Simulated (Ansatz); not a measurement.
**Si (P6_3/mmc), zone-centre modes**

Theory: Ansatz 0.2.0, DFT PBE, scalar-relativistic, plane waves, PAW. Cutoff 420 eV, Γ-centred 10×6×6 k-points, Gaussian smearing of 0.05 eV. No spin polarisation.

The undisturbed cell (relaxed at this level; this form isn't the usual structure):

```xyz
8
Lattice="-3.8513 0.0000 0.0000 0.0000 0.0000 -6.3650 0.0000 -6.6706 0.0000" Properties=species:S:1:pos:R:3 pbc="T T T"
Si   -1.9256   -1.1118   -5.9645
Si    0.0000   -4.4471   -5.9645
Si    0.0000   -2.2235   -2.7820
Si   -1.9256   -5.5588   -2.7820
Si   -1.9256   -1.1118   -3.5831
Si    0.0000   -4.4471   -3.5831
Si    0.0000   -2.2235   -0.4006
Si   -1.9256   -5.5588   -0.4006
```

Harmonic modes by finite displacements of 0.02 Å, without the LO–TO term. The cell doubles the primitive one, so its zone centre also holds the primitive cell's point q = (0, 1/2, 0).

Q: At this geometry, is the structure stable against these modes?

A: Yes: no mode is imaginary beyond 10 cm⁻¹, and only the three translations lie near zero.

Q: List the wavenumbers in cm⁻¹.

A: 0, 0, 0, 102, 103, 108, 134, 169, 202, 300, 339, 370, 395, 402, 412, 448, 451, 473, 479, 479, 479, 497, 497, 498.

Cost: 1 run of about 4 core-minutes, on Intel Xeon Processor @ 2.70GHz (shared hosts).